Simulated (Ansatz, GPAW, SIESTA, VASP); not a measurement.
# AlRu: 4 runs at one level of theory

```
CELL_PARAMETERS angstrom
2.99160 0.00000 0.00000
0.00000 2.99160 0.00000
0.00000 0.00000 2.99160
ATOMIC_POSITIONS crystal
Ru 0.50000 0.50000 0.50000
Al 0.00000 0.00000 0.00000
```

Alike in all runs: task band structure; functional LDA; k mesh 9 × 9 × 9; occupations fermi-dirac, width 0.05 eV; no spin polarisation; no spin-orbit coupling. LDA stands for any of its common fits. Pressure is positive in compression and, in plane waves, holds the error of the finite cutoff.

| program and potentials | plane-wave cutoff (eV) | notes | pressure (GPa) |
| --- | --- | --- | --- |
| SIESTA, files PseudoDojo sr-lda-0.4.1-standard, DZP (energy shift 0.003 Ry; two zetas on semicore shells) | - | atomic basis; 9.5 valence electrons an atom on average | -6.81 |
| Ansatz, all-electron LAPW, scalar-relativistic | - | - | -8.19 |
| GPAW, the program's PAW data sets (release 1.2.1) made for this functional | 600 | 9.5 valence electrons an atom on average | -7.60 |
| VASP, LDA PAW files Al, Ru_pv, 520 eV | 520 | 8.5 valence electrons an atom on average | -7.75 |

The pressure spans -8.19 (Ansatz, all-electron LAPW, scalar-relativistic) to -6.81 GPa (SIESTA, files PseudoDojo sr-lda-0.4.1-standard, DZP (energy shift 0.003 Ry; two zetas on semicore shells)), with all-electron results at -8.19. Rows in atomic bases carry the error of their basis and grid, which can be large.

The functional is the same throughout but for its coding, so the spread measures potentials, basis and numerics; runs on potential files found faulty are left out.

All four runs put the CsCl-type cell under tension, so LDA would contract it whichever potentials or basis are used. The sign is therefore a property of the functional at this volume, not of one implementation. It fits the usual LDA overbinding, provided the cell comes from experiment or from a gradient-corrected relaxation: LDA undervalues the energy gained from density inhomogeneity, which grows as the atoms separate, and so favours too short a Ru–Al contact.

The differences between runs are smaller than the tension itself. The two PAW results lie close together, between the all-electron value and the atomic-orbital one. Keeping more electrons in the valence doesn't by itself bring the pressure nearer to the all-electron result, since VASP with 8.5 per atom is closer than GPAW with 9.5. The weaker tension in SIESTA probably reflects the limited flexibility of its orbitals, though its pseudopotentials may contribute. Without a bulk modulus or an energy–volume curve, these pressures don't fix the size of the contraction.
